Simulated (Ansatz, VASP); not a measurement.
# One calculation of TiC, two programs

INCAR

```
  PREC = Accurate
  ENCUT = 520
  EDIFF = 1E-7
  ISMEAR = -1
  SIGMA = 0.1
  LREAL = F
  LASPH = T
  NELM = 80
  ALGO = Normal
  ISIF = 2
  LWAVE = F
  LCHARG = F
  GGA = PE
  NBANDS = 15
```

KPOINTS

```
regular mesh
0
Gamma
  6 6 6
```

POSCAR

```
TiC
1.0
   -0.0248100000      2.0830400000      2.1335600000
    2.1483200000     -0.0539000000      2.1626500000
    2.1397300000      2.1035300000     -0.0453100000
Ti C
1 1
Direct
    0.9210788398     -0.0005451126      0.0355091973
    0.4222100000      0.5576400000      0.5496500000
```

Input for Ansatz:

```yaml
crystal:
  lattice:
    - [-0.02481, 2.08304, 2.13356]
    - [2.14832, -0.0539, 2.16265]
    - [2.13973, 2.10353, -0.04531]
  atoms:
    - { symbol: Ti, position: [0.9210788398362367, -0.0005451126114518721, 0.03550919734815669] }
    - { symbol: C, position: [0.42221, 0.55764, 0.54965] }
basis:
  ecutwfc: 540.0
  xc_grid: 2
kpoints:
  mp_grid:
    grid: [6, 6, 6]
hamiltonian:
  xc: pbe
scf:
  convergence:
    dr2_threshold: 1.0e-09
  occupations:
    method: fermi_dirac
output:
  forces: true
  stress: true
```

Alike in both runs: task single point; functional PBE; k mesh 6 × 6 × 6; no spin polarisation.

|  | VASP | Ansatz |
| --- | --- | --- |
| version | VASP 6.6.1 | Ansatz 0.2.0 |
| potentials or method | VASP PAW PBE potentials, release 64 (Ti_sv, C) | plane waves, PAW |
| plane-wave cutoff (eV) | 520 | 540 |
| occupations | fermi-dirac, width 0.1 eV | fermi-dirac |
| valence electrons in the cell | 16 | 16 |

VASP gave:

* pressure (GPa): 11.6
* largest component of the traceless stress (GPa): 5.53
* rms of the force components (eV/Å): 1.027

Question: Estimate Ansatz's values.

Answer: Pressure (GPa): 11.4; largest component of the traceless stress (GPa): 5.56; rms of the force components (eV/Å): 1.023.

Atom by atom the forces differ by 0.005 eV/Å (rms over components). Ansatz warned: «stress_scf_threshold_loose».

Caveats: the k mesh is coarse (spacing up to 0.42 Å⁻¹), so the values aren't converged; forces of over 1 eV/Å show positions far from the minimum, so gaps and moduli don't describe the material at rest.
